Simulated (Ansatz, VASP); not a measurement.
# SiC in VASP and in Ansatz

The input POSCAR:

```
SiC
1.0
   -0.1007967016      2.2075031792      2.2075031792
    2.2075031792     -0.1007967016      2.2075031792
    2.2075031792      2.2075031792     -0.1007967016
Si C
1 1
Direct
   -0.0013882869     -0.0013882869     -0.0013882869
    0.2513882869      0.2513882869      0.2513882869
```

Contents of INCAR.step1:

```
SYSTEM = SiC
PREC     = Accurate       ! precision mode
ENCUT    = 520            ! plane-wave cutoff, eV
ISMEAR   = 0              ! smearing method
SIGMA    = 0.01           ! smearing width, eV
LREAL    = .False.        ! projectors in reciprocal space
LASPH    = .True.         ! aspherical terms in the spheres
NELM     = 60             ! most SCF steps
NBANDS   = 11             ! bands
GGA      = PE             ! functional
ALGO     = Normal         ! electronic algorithm
EDIFF    = 1E-4           ! SCF threshold, eV
LWAVE    = .True.         ! write WAVECAR
LCHARG   = .False.        ! write CHGCAR
```

INCAR.step2

```
SYSTEM = SiC
PREC     = Accurate       ! precision mode
ENCUT    = 520            ! plane-wave cutoff, eV
EDIFF    = 1E-6           ! SCF threshold, eV
ISMEAR   = 0              ! smearing method
SIGMA    = 0.01           ! smearing width, eV
LREAL    = .False.        ! projectors in reciprocal space
LASPH    = .True.         ! aspherical terms in the spheres
NELM     = 60             ! most SCF steps
ALGO     = Normal         ! electronic algorithm
ISIF     = 2              ! what is computed and relaxed
LWAVE    = .False.        ! write WAVECAR
LCHARG   = .False.        ! write CHGCAR
METAGGA  = R2SCAN         ! meta-GGA
LMIXTAU  = .True.       
NBANDS   = 11             ! bands
ISTART   = 1
```

File KPOINTS:

```
regular mesh
0
Gamma
  10 10 10
  0 0 0
```

Input for Ansatz:

```yaml
crystal:
  lattice:
    - [-0.1007967016, 2.2075031792, 2.2075031792]
    - [2.2075031792, -0.1007967016, 2.2075031792]
    - [2.2075031792, 2.2075031792, -0.1007967016]
  atoms:
    - { symbol: Si, position: [-0.0013882869, -0.0013882869, -0.0013882869] }
    - { symbol: C, position: [0.2513882869, 0.2513882869, 0.2513882869] }
kpoints:
  mp_grid: { grid: [10, 10, 10] }
  band_path:
    path:
      - [0.0, 0.0, 0.0]
      - [-0.5, -0.5, 0.0]
      - [-0.375, -0.375, 0.25]
      - [-0.375, 0.0, 0.375]
      - [0.0, 0.0, 0.5]
      - [-0.5, -0.25, 0.25]
      - [0.0, 0.5, 0.5]
    npoints: 1
hamiltonian:
  xc: r2scan
scf:
  occupations: { method: fixed }
  n_extra_bands: 4
output:
  forces: true
  stress: true
  eigenvalues: true
```

Change from the starting cell: epitaxial_111 strain +6.0%.

Alike in both runs: task single point; functional r2SCAN; k mesh 10 × 10 × 10; no spin polarisation.

|  | VASP | Ansatz |
| --- | --- | --- |
| version | VASP 6.6.1 | Ansatz 0.2.0 |
| potentials or method | VASP PAW PBE potentials, release 64 (Si, C) | plane waves, PAW |
| plane-wave cutoff (eV) | 520 | 500 |
| occupations | gaussian, width 0.01 eV | fixed |
| valence electrons in the cell | 8 | 8 |

|  | VASP | Ansatz | Ansatz less VASP |
| --- | --- | --- | --- |
| gap on the k mesh at the Fermi level (eV) | 1.41 | 1.40 | -0.006 |
| pressure (GPa) | -18.9 | -18.8 | +0.10 |
| largest component of the traceless stress (GPa) | 9.47 | 9.42 | -0.046 |
| rms of the force components (eV/Å) | 0.004 | 0.005 | +0.0010 |

Atom by atom the forces differ by 0.001 eV/Å (rms over components).

Caveats: so large a pressure means that the cell lies far from this level's equilibrium, or that cutoff or potentials fall short (VASP); the potentials were made for another functional, which shifts forces and pressure (VASP). A k mesh can miss the band edges.
